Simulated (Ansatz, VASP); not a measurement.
LiF in VASP and in Ansatz

```
Li F
1.0
     0.00000    2.01786    2.01786
     2.01786    0.00000    2.01786
     2.01786    2.01786    0.00000
Li F
1 1
Cartesian
  0.0000 0.0000 0.0000
  1.0089 1.0089 1.0089
```

Change from the starting cell: hydrostatic strain -5.9%.

Alike in both runs: task single point; functional r2SCAN; k mesh 10 × 10 × 10; no spin polarisation.

```csv
,VASP,Ansatz
version,VASP 6.6.1,Ansatz 0.2.0
potentials or method,"VASP PAW PBE potentials, release 64 (Li_sv, F)","plane waves, PAW"
plane-wave cutoff (eV),520,500
occupations,"gaussian, width 0.01 eV",fixed
valence electrons in the cell,10,10
```

```csv
,VASP,Ansatz,Ansatz less VASP
gap on the k mesh at the Fermi level (eV),9.93,9.82,-0.111
```

 A k mesh can miss the band edges.
